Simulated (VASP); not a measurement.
## KI: single point with PBE

**The experiment to reproduce.**

From a printed reference work, monograph, for a bulk crystal of KI: band gap 6.32 eV.

Crystal: KI.

```
K I
1.0
     0.00000    3.54457    3.54457
     3.54457    0.00000    3.54457
     3.54457    3.54457    0.00000
K I
1 1
Direct
  0.00000 0.00000 0.00000
  0.50000 0.50000 0.50000
```

```yaml
Program: VASP 6.6.1
Task: single point
Functional: PBE
Potentials_or_basis: VASP PAW PBE potentials, release 64 (K_sv, I)
Cutoff: 520 eV
k_mesh: 6 × 6 × 6
Occupations: fermi-dirac, width 0.02 eV
Spin: no spin polarisation
Dipole_correction: no
Further_INCAR_settings: ALGO = Normal; EDIFF = 1e-06; NBANDS = 15
```

```
Pressure               : 0.5 GPa
Band gap on the k mesh : 3.94 eV
```

Levels at points of the mesh, in eV from the valence-band top:
| k point | band 4 | band 5 | band 6 | band 7 | band 8 | band 9 | band 10 | band 11 | band 12 | band 13 |
| --- | --- | --- | --- | --- | --- | --- | --- | --- | --- | --- |
| (0.00, 0.00, 0.00) | -12.01 | -10.49 | 0.00 | 0.00 | 0.00 | 3.94 | 6.50 | 6.50 | 6.50 | 7.21 |
| (0.50, 0.00, 0.00) | -12.01 | -10.22 | -1.30 | -0.33 | -0.33 | 5.51 | 7.68 | 8.12 | 8.12 | 8.69 |
| (0.50, 0.50, 0.00) | -12.02 | -10.35 | -0.98 | -0.36 | -0.36 | 4.95 | 5.74 | 8.09 | 8.68 | 8.76 |

It took 18 s on 1 thread of AMD EPYC 7R13 Processor (Zen 3), on a shared host, peak memory 0.21 GiB.

Against the measured gap of KI, 6.32 eV (a printed reference work, monograph), the calculated 3.94 eV is off by -2.38 eV. Spin-orbit coupling on I is left out. The value is that of PBE, without temperature or zero-point motion. Semilocal functionals fall short of measured gaps as a rule.

Caveat: spin-orbit coupling is left out, which moves the levels of the heavy elements.
